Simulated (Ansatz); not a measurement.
A decomposition energy, worked out: In3As

The calculation used DFT PBE, scalar-relativistic, plane waves, PAW (Ansatz 0.2.0). All cells share a 420 eV cutoff and Γ-centred k meshes spaced at most about 0.3 Å⁻¹ (about 0.25 or finer for metals, 2π included). No spin polarisation.

Formation energies are uncorrected and refer to the elements' standard structures at the same level.

Temperature and zero-point effects are left out. The reference form of As is held partly by dispersion forces, which this level lacks.

A trial structure of In3As (reached from: CdPd3 type (I4/mmm); relaxed: space group I4/mmm (No. 139), a = 4.789 Å, c = 8.954 Å) has a formation energy of 0.081 eV/atom. At its composition the lowest mixture among the elements and 2 reference phases computed alike (others may be missing) consists of these:

| phase | source | ΔE_f (eV/atom) |
| --- | --- | --- |
| In (solid) | element | -0.002 |
| InAs (F-43m) | Materials Project | -0.244 |

The lowest database cell of In (-0.002) lies slightly below the reference, hence the non-zero entry.

Task: Write the balanced decomposition and find its energy per atom, per formula unit and per mole of formula units.

Result: Balancing In and As gives In3As → 2 In + InAs. The left side holds 4 atoms, and the products take 2/4 (In) and 2/4 (InAs) of them. The mixture therefore lies at 2/4 × (-0.002) + 2/4 × (-0.244) = -0.123 eV/atom. The reaction energy is -0.123 − (0.081) = -0.204 eV/atom. Times 4 atoms that is -0.816 eV per In3As, and times 96.485 it is -79 kJ per mole of In3As. Decomposition is downhill, so the trial structure is unstable against this mixture.
